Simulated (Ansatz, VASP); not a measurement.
# Sr in VASP and in Ansatz

INCAR

```
ALGO = Normal
EDIFF = 1E-6
ENCUT = 520
GGA = PS
ISIF = 2
ISMEAR = -1
LASPH = T
LCHARG = T
LELF = T
LREAL = F
LVHAR = T
LWAVE = F
NBANDS = 11
NELM = 100
PREC = Accurate
SIGMA = 0.08
```

The input KPOINTS:

```
k-points
0
Gamma
  11 11 11
```

POSCAR

```
Sr
1.0
   -2.2998998881      2.2998998881      2.2998998881
    2.2998998881     -2.2998998881      2.2998998881
    2.2998998881      2.2998998881     -2.2998998881
Sr
1
Direct
    0.0000000000      0.0000000000      0.0000000000
```

Input for Ansatz:

```yaml
crystal:
  lattice:
    - [-2.2998998881, 2.2998998881, 2.2998998881]
    - [2.2998998881, -2.2998998881, 2.2998998881]
    - [2.2998998881, 2.2998998881, -2.2998998881]
  atoms:
    - { symbol: Sr, position: [0.0, 0.0, 0.0] }
kpoints:
  mp_grid: { grid: [11, 11, 11] }
scf:
  occupations: { method: fermi_dirac, width: 0.08 }
hamiltonian:
  xc: pbesol
  pseudopotentials: { kind: all_electron, lapw: { basis_error: 0.001 } }
output:
  forces: true
  stress: true
  eigenvalues: true
  populations: true
```

Change from the starting cell: volume scaled by 0.95, LAPW.

Alike in both runs: task single point; functional PBEsol; k mesh 11 × 11 × 11; occupations fermi-dirac, width 0.08 eV; no spin polarisation.

|  | VASP | Ansatz |
| --- | --- | --- |
| version | VASP 6.6.1 | Ansatz 0.2.0 |
| potentials or method | VASP PAW PBE potentials, release 64 (Sr_sv) | all-electron LAPW, scalar-relativistic |
| plane-wave cutoff (eV) | 520 | see its input |

```tsv
	VASP	Ansatz	Ansatz less VASP
pressure (GPa)	0.7	0.7	-0.02
```

Ansatz ran all-electron here, so the differences hold the error of VASP's frozen core and of both bases.

Caveats: the PAW data sets were made with another functional, which shifts forces and pressure a little (VASP).
